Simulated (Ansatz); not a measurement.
# AlCu3: the cost of one run

Computed with Ansatz 0.2.0 (DFT PBEsol, scalar-relativistic, plane waves, PAW, unless a step's input says otherwise).

3 further runs of the same task are left out: 3 set aside as unsound or not needed.

## (1) Starting point

Symmetry: Fm-3m, No. 225, cubic system. The conventional cell has a = 5.767 Å, b = 5.767 Å, c = 5.767 Å, α = 90.00°, β = 90.00°, γ = 90.00°. Al (site symmetry m-3m) is surrounded by 8 Cu at 2.50 Å. Cu (site symmetry m-3m) is surrounded by 8 Cu at 2.50 Å. Around Cu (site symmetry -43m) lie 4 Al at 2.50 Å and 4 Cu at 2.50 Å.

As a file:

```
CELL_PARAMETERS angstrom
-2.88347 -2.88347 0.00000
2.88347 -2.88347 0.00000
0.00000 0.00000 11.53388
ATOMIC_POSITIONS crystal
Al 0.50000 0.50000 0.25000
Al 0.00000 0.00000 0.50000
Al 0.50000 0.50000 0.75000
Al 0.00000 0.00000 0.00000
Cu 0.00000 0.00000 0.25000
Cu 0.50000 0.50000 0.50000
Cu 0.00000 0.00000 0.75000
Cu 0.50000 0.50000 0.00000
Cu 0.50000 0.00000 0.12500
Cu 0.00000 0.50000 0.37500
Cu 0.50000 0.00000 0.62500
Cu 0.00000 0.50000 0.87500
Cu 0.50000 0.00000 0.37500
Cu 0.00000 0.50000 0.62500
Cu 0.50000 0.00000 0.87500
Cu 0.00000 0.50000 0.12500
```

It goes back to an entry of the Materials Project, which need not be the stable form.

It is built from the cell relaxed beforehand with the same method (11.99 Å³/atom).

## (2) Zero of the scan

input.yaml reads:

```yaml
crystal:
  lattice:
    - [-2.883470478, -2.883470478, 0.0]
    - [2.883470478, -2.883470478, 0.0]
    - [0.0, 0.0, 11.5338819121]
  atoms:
    - { symbol: Al, position: [0.5, 0.5, 0.25] }
    - { symbol: Al, position: [0.0, 0.0, 0.5] }
    - { symbol: Al, position: [0.5, 0.5, 0.75] }
    - { symbol: Al, position: [0.0, 0.0, 0.0] }
    - { symbol: Cu, position: [0.0, 0.0, 0.25] }
    - { symbol: Cu, position: [0.5, 0.5, 0.5] }
    - { symbol: Cu, position: [0.0, 0.0, 0.75] }
    - { symbol: Cu, position: [0.5, 0.5, 0.0] }
    - { symbol: Cu, position: [0.5, 0.0, 0.125] }
    - { symbol: Cu, position: [0.0, 0.5, 0.375] }
    - { symbol: Cu, position: [0.5, 0.0, 0.625] }
    - { symbol: Cu, position: [0.0, 0.5, 0.875] }
    - { symbol: Cu, position: [0.5, 0.0, 0.375] }
    - { symbol: Cu, position: [0.0, 0.5, 0.625] }
    - { symbol: Cu, position: [0.5, 0.0, 0.875] }
    - { symbol: Cu, position: [0.0, 0.5, 0.125] }
basis:
  ecutwfc: 420
kpoints:
  mp_grid: { grid: [12, 12, 4] }
hamiltonian:
  xc: pbesol
scf:
  occupations: { method: gaussian, width: 0.15 }
output:
  forces: true
  stress: true
  eigenvalues: true
```

On the command line:

```bash
$ ansatz run input.yaml --threads 2 --pin off --max-ram 5120MiB --backend cpu --events-out ev --progress --plain --runs-dir out
```

Q: Estimate wall time and peak memory on 2 threads of Intel Xeon Platinum 8488C (Sapphire Rapids), shared host.

About 69 s, with a peak of 1.8 GiB.
